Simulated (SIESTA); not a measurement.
# Nb under changes of volume

One of the cells (18.428 Å³/atom); the others are scaled copies at fixed shape and fractional positions:

```xyz
1
Lattice="-1.6640 1.6640 1.6640 1.6640 -1.6640 1.6640 1.6640 1.6640 -1.6640" Properties=species:S:1:pos:R:3 pbc="T T T"
Nb    0.0000    0.0000    0.0000
```

* Program: SIESTA 5.4.2
* Functional: LDA
* Potentials or basis: PseudoDojo 0.4 standard (LDA files)
* Basis: DZP (energy shift 0.003 Ry; two zetas on semicore shells)
* Grid cutoff: 800 Ry
* Energy shift: 0.003 Ry
* k mesh: 11 × 11 × 11
* Occupations: fermi-dirac, width 0.05 eV
* Spin: no spin polarisation

```csv
volume (Å³/atom),energy over the lowest point (meV/atom),pressure (GPa)
17.322,0.00,0.6
17.691,3.39,-3.3
18.060,15.29,-6.9
18.428,34.98,-10.2
18.797,61.80,-13.1
19.165,?,?
19.534,134.13,-18.2
```

What does the run at 19.165 Å³/atom give?

Energy over the lowest point 95.07 meV/atom; pressure -15.8 GPa.

Worked out: A Birch-Murnaghan fit of order 3 (a polynomial in V^(-2/3)) to the other rows has its minimum at 17.37 Å³/atom with B0 = V·E''(V) = 190 GPa and B' = 3.4. It gives 94.98 meV/atom at 19.165 Å³/atom, against the run's 95.07, and -dE/dV = -15.8 GPa, against -15.8.

Energies are extrapolated to zero smearing.

Caveats: the basis of atomic orbitals isn't converged, which shifts pressures, moduli and gaps.
